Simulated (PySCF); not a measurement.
Löwdin shares of the frontier orbitals

Species: hydrogen oxalate, C2HO4 (charge -1).
Z-matrix (Å and degrees, PBE0-D3(BJ)/def2-SVP geometry), rows numbered from 1:
```
O 
C   1  1.2383
O   2  1.2363  1  132.55
C   2  1.5845  1  114.44  3   179.67
O   4  1.2094  2  127.02  1  -168.91
O   4  1.3561  2  113.85  1    11.10
H   6  0.9701  4  103.07  2   179.61
```

Computed, not measured: TDDFT CAM-B3LYP/def2-SVPD, vertical, gas phase, core orbitals frozen in the response (PySCF). The geometry's basis has no diffuse functions, a weakness for an anion.

Frontier orbitals with the atoms that hold most of them (Löwdin shares over 4%, at most four atoms; ? is withheld):

```csv
orbital,ε (eV),atoms
LUMO+2,5.98,"C2 33%, O1 22%, O3 20%, O6 9%"
LUMO+1,4.86,"C4 35%, O5 24%, C2 12%, O6 11%"
LUMO,4.45,?
HOMO,?,?
HOMO-1,-3.75,"O3 69%, C2 10%, C4 8%, O1 8%"
HOMO-2,-3.97,"O3 44%, O1 43%, C2 13%"
HOMO-3,-6.10,"O5 60%, O1 12%, O6 12%, C4 7%"
```

(1) Give the leading atoms of the HOMO.

(2) Give the leading atoms of the LUMO.

(3) What is the HOMO energy, and the HOMO–LUMO gap?

## Answers

(1) O1 (bonded to C) 63%; O5 (bonded to C) 11%; O3 (bonded to C) 8%; C2 (bonded to C and 2 O) 8%. By element: oxygen 82% or more, carbon 8% or more.

(2) O6 (bonded to C and H) 44%; H7 (bonded to O) 20%; O5 (bonded to C) 14%; C4 (bonded to C and 2 O) 14%. By element: oxygen 58% or more, hydrogen 20%, carbon 14% or more.

(3) ε(HOMO) = -3.58 eV; the gap is 8.03 eV (0.2952 hartree).

Question: The HOMO–LUMO gap is 8.03 eV. Where does the response calculation put the lowest singlet, and from which orbitals?

Answer: S1 is at 4.28 eV (f = 0.0002), 3.75 eV below the gap, made of HOMO→LUMO+1 (90%). Its leading pair isn't HOMO and LUMO; the energies of that pair differ by 8.44 eV. 

Question: Give energy, strength and leading configuration of S1, S2, S3, S4, S5 and S7, and follow the Löwdin shares of the leading atoms from the occupied to the empty orbital.

Answer: 
- S1 (4.28 eV, f 0.0002), HOMO→LUMO+1 (90%): O1 63% → at most 11%, O5 11% → 24%, C4 at most 8% → 35%
- S2 (4.55 eV, f 0.0005), HOMO-1→LUMO+1 (90%): O3 69% → at most 11%, C2 10% → 12%, C4 8% → 35%, O5 at most 6% → 24%
- S3 (5.58 eV, f 0.038), HOMO→LUMO (88%): O1 63% → at most 8%, O5 11% → 14%, O6 at most 8% → 44%, H7 at most 8% → 20%
- S4 (5.64 eV, f 0.034), HOMO-2→LUMO+1 (92%): O3 44% → at most 11%, O1 43% → at most 11%, C4 at most 2% → 35%, O5 at most 2% → 24%
- S5 (6.06 eV, f 0.045), HOMO-1→LUMO (87%): O3 69% → at most 8%, C2 10% → at most 8%, O6 at most 6% → 44%, H7 at most 6% → 20%
- S7 (6.28 eV, f 0.0005), HOMO-2→LUMO (93%): O3 44% → at most 8%, O1 43% → at most 8%, O6 at most 2% → 44%, H7 at most 2% → 20%

Löwdin shares depend on the basis, the more so with diffuse functions.

One conformer stands for the species.
